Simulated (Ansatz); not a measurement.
What DFT gives for TePb

```
CELL_PARAMETERS angstrom
0.00000 4.43944 0.00000
4.43944 0.00000 0.00000
2.21972 2.21972 -3.45502
ATOMIC_POSITIONS crystal
Pb 0.00000 0.00000 0.00000
Te 0.42800 0.42800 0.14400
```

Single point in Ansatz 0.2.0 with PBE, no spin polarisation. Cutoff 420 eV, PAW datasets, 7×7×7 Γ-centred k mesh, fermi-dirac filling (width 0.0201 eV).

Q: Metal or insulator? Give the gap.

A: The gap is 1.04 eV, indirect (the least direct gap found is 1.36 eV).

Q: What does the stress say?

A: The pressure is 4.2 GPa (compression positive), so with the atoms held at these fractions the cell would first expand. The principal stresses 2.9, 4.9, 4.9 GPa differ, so its shape would change too.

Q: What is the character of the valence top and the conduction bottom?

A: Within 0.7 eV of the edges, the states project mainly on Te p (69 %), Pb s (15 %) and Pb p (13 %) below the gap and on Pb p (69 %) and Te p (15 %) above it.

Q: Is it stable against the elements?

A: -0.34 eV an atom against the elements' usual phases (free molecules for gases, crystals otherwise, with no correction for O₂ or N₂), so it is bound against them; other compounds may still compete. Relaxing would lower it.

Q: Which atom feels the largest force, and which way?

A: The largest is on Te2 (and as large on other atoms): 0.41 eV/Å, components (0.00, 0.00, 0.41). It makes 180° with the line to a nearest neighbour, Pb1 at 2.96 Å, pointing away from it.

Origin: a known structure type with other elements, at an estimated volume, so it need not be a known compound. Caveats: no spin-orbit coupling, which can shift this gap by tenths of an eV; the mesh misses a band edge that the path finds.
